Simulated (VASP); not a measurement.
Wanted: the native input for a VASP 6.6.1 run.

| Item | Value |
| --- | --- |
| Task | relaxation of cell and atoms |
| Functional | PBE |
| Potentials or basis | VASP PAW PBE potentials, release 64 (K_sv) |
| Cutoff | 600 eV |
| k mesh | 12 × 12 × 12 |
| Occupations | methfessel-paxton, width 0.1 eV |
| Spin | no spin polarisation |
| Further INCAR settings | ALGO = Normal; EDIFF = 1e-06; IBRION = 2; EDIFFG = -0.01; NSW = 90; ISIF = 3 |

The structure of K lies in POSCAR:

```
K
1.0
   -2.6125000000      2.6125000000      2.6125000000
    2.6125000000     -2.6125000000      2.6125000000
    2.6125000000      2.6125000000     -2.6125000000
K
1
Direct
    0.0000000000      0.0000000000      0.0000000000
```

The input as run:

INCAR

```
  ALGO = Normal
  EDIFF = 1E-6
  EDIFFG = -0.01
  ENCUT = 600
  GGA = PE
  IBRION = 2
  ISIF = 3
  ISMEAR = 1
  LASPH = True
  LCHARG = False
  LREAL = False
  LWAVE = False
  NELM = 80
  NSW = 90
  PREC = Accurate
  SIGMA = 0.1
```

KPOINTS

```
k-points
0
Gamma
  12 12 12
```

Potentials or basis: VASP PAW PBE potentials, release 64 (K_sv).

The run is started by

```console
$ cat potpaw_PBE.64/K_sv/POTCAR > POTCAR
$ mpirun -np 1 vasp_std > vasp.out
```

It gave:

```json
{
 "Relaxed volume": "73.44 Å³/atom",
 "Relaxed cell": "a = 4.569 Å, b = 4.569 Å, c = 4.569 Å, α = 109.47°, β = 109.47°, γ = 109.47°",
 "Space group after relaxing (to 0.05 Å)": "Im-3m (No. 229)",
 "Energy gained by relaxing": "0.9 meV/atom",
 "Ionic steps": "3",
 "Pressure after relaxing": "0.0 GPa",
 "Band gap on the k mesh": "none (metal or under the smearing width)"
}
```

Wall time 54 s on 1 thread of Intel(R) Xeon(R) Platinum 8488C (Sapphire Rapids), with other jobs on the host, peak memory 0.23 GiB.
